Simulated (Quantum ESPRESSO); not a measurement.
Crystal: TaN.

```
Ta N
1.0
     2.93800    0.00000    0.00000
    -1.46900    2.54438    0.00000
     0.00000    0.00000    2.88300
Ta N
1 1
Direct
  0.00000 0.00000 0.50000
  0.66667 0.33333 0.00000
```

| Property | Result |
| --- | --- |
| Program | Quantum ESPRESSO 7.5 |
| Task | single point |
| Functional | PBE |
| Potentials or basis | SSSP 1.3 efficiency PBE |
| Cutoff | 816 eV |
| Density cutoff | 6531 eV |
| k mesh | 10 × 10 × 9 |
| Occupations | fermi-dirac, width 0.05 eV |
| Spin | no spin polarisation |

On this cell: pressure 4.4 GPa; largest force under 0.003 eV/Å; band gap on the k mesh none (metal or under the smearing width).

The same run follows on a disturbed copy (atoms moved at random, drawn with an rms of 0.05 Å):

```xyz
2
Lattice="2.9380 0.0000 0.0000 -1.4690 2.5444 0.0000 0.0000 0.0000 2.8830" Properties=species:S:1:pos:R:3 pbc="T T T"
Ta    0.0214    0.0212    1.3933
N     1.4195    0.8621    0.0169
```

Problem. What does the disturbed cell give?

Solution. The energy (extrapolated to zero smearing) moves by +32.4 meV/atom; pressure 6.0 GPa; largest force 1.357 eV/Å; band gap on the k mesh none (metal or under the smearing width).

Forces in eV/Å, atoms in the order of the input:
```
Ta  -0.954 -0.135  0.956
N    0.954  0.135 -0.956
```

Stress tensor (GPa, compression positive):
```
 5.67  1.19 -1.72
 1.19  4.94 -0.31
-1.72 -0.31  7.34
```
